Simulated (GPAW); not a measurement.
Here is a GPAW 26.7.0 calculation.

Contents of run.py:

```python
import json
import numpy as np
from ase import Atoms
from ase.constraints import FixSymmetry
from ase.io import read, write
from ase.optimize import BFGS
from phonopy import Phonopy
from phonopy.structure.atoms import PhonopyAtoms
from gpaw import GPAW, PW

atoms = read('POSCAR')
atoms.set_initial_magnetic_moments([1.0, 1.0, 1.0, 0.0])

calc = GPAW(mode=PW(510),
            xc='PBE',
            kpts={'size': (5, 5, 5), 'gamma': True},
            occupations={'name': 'fermi-dirac', 'width': 0.05},
            nbands=45,
            convergence={'density': 1e-06, 'eigenstates': 1e-09},
            maxiter=150,
            txt='gpaw.txt')
atoms.calc = calc
atoms.set_constraint(FixSymmetry(atoms))
BFGS(atoms, trajectory='relax.traj', logfile='-').run(fmax=0.005, steps=40)
atoms.set_constraint()
energy = atoms.get_potential_energy()
forces = atoms.get_forces()
stress = atoms.get_stress()
calc.write('gs.gpw')
write('result.traj', atoms)
print('Cell:', atoms.cell.cellpar().round(4))
print(atoms.get_scaled_positions().round(5))

def force_constants(scale):
    unit = PhonopyAtoms(symbols=atoms.get_chemical_symbols(), cell=atoms.cell[:] * scale**(1 / 3),
                        scaled_positions=atoms.get_scaled_positions(),
                        magnetic_moments=atoms.get_initial_magnetic_moments())
    ph = Phonopy(unit, supercell_matrix=np.diag([1, 1, 1]), primitive_matrix=np.eye(3), symprec=1e-4)
    ph.generate_displacements(distance=0.03)
    forces = []
    for i, sc in enumerate(ph.supercells_with_displacements):
        a = Atoms(sc.symbols, cell=sc.cell, scaled_positions=sc.scaled_positions, pbc=True,
                  magmoms=sc.magnetic_moments)
        c = GPAW(mode=PW(510),
                 xc='PBE',
                 kpts={'size': (5, 5, 5), 'gamma': True},
                 occupations={'name': 'fermi-dirac', 'width': 0.05},
                 nbands=45,
                 convergence={'density': 1e-06, 'eigenstates': 1e-09},
                 maxiter=150,
                 txt=f'disp-{scale:.3f}-{i:02d}.txt')
        a.calc = c
        f = a.get_forces()
        forces.append(f - f.mean(axis=0))
        print(f'displacement {i}: drift', f.mean(axis=0).round(5), flush=True)
    ph.forces = forces
    ph.produce_force_constants()
    ph.symmetrize_force_constants()
    return ph

qpoints = [[0.0, 0.0, 0.0]]
results = {}
for scale in [1.0]:
    ph = force_constants(scale)
    ph.run_qpoints(qpoints)
    nu = ph.qpoints.frequencies * 33.35641  # THz to cm^-1
    results[f'{scale:.3f}'] = nu.tolist()
    for qp, f in zip(qpoints, nu):
        print(scale, np.round(qp, 4), f.round(2))
json.dump(results, open('phonons.json', 'w'))
```

Contents of POSCAR:

```
AlNi3
1.0
    3.5230547267      0.0000000000      0.0000000000
    0.0000000000      3.5230547267      0.0000000000
    0.0000000000      0.0000000000      3.5230547267
Ni Al
3 1
Direct
    0.5000000000      0.5000000000      0.0000000000
    0.5000000000      0.0000000000      0.5000000000
    0.0000000000      0.5000000000      0.5000000000
    0.0000000000      0.0000000000      0.0000000000
```

Potentials or basis: GPAW PAW data sets (gpaw-data 1.2.1), pw.

The run is started by

```bash
$ OMP_NUM_THREADS=1 python run.py
```

Problem. Estimate the highest phonon frequency at Γ.

Solution. 359 cm⁻¹.

Problem. Predict the site moments.

Solution. Ni +0.20; Al -0.01 μB.

Problem. Predict the net moment.

Solution. 0.52 μB per cell.

Phonon frequencies in cm⁻¹ (negative: imaginary):
```tsv
q point	frequencies
(0.000, 0.000, 0.000)	0 0 0 227 227 227 244 244 244 359 359 359
```

Caveat: the cell is more than 3 GPa from zero pressure, which shifts response properties.
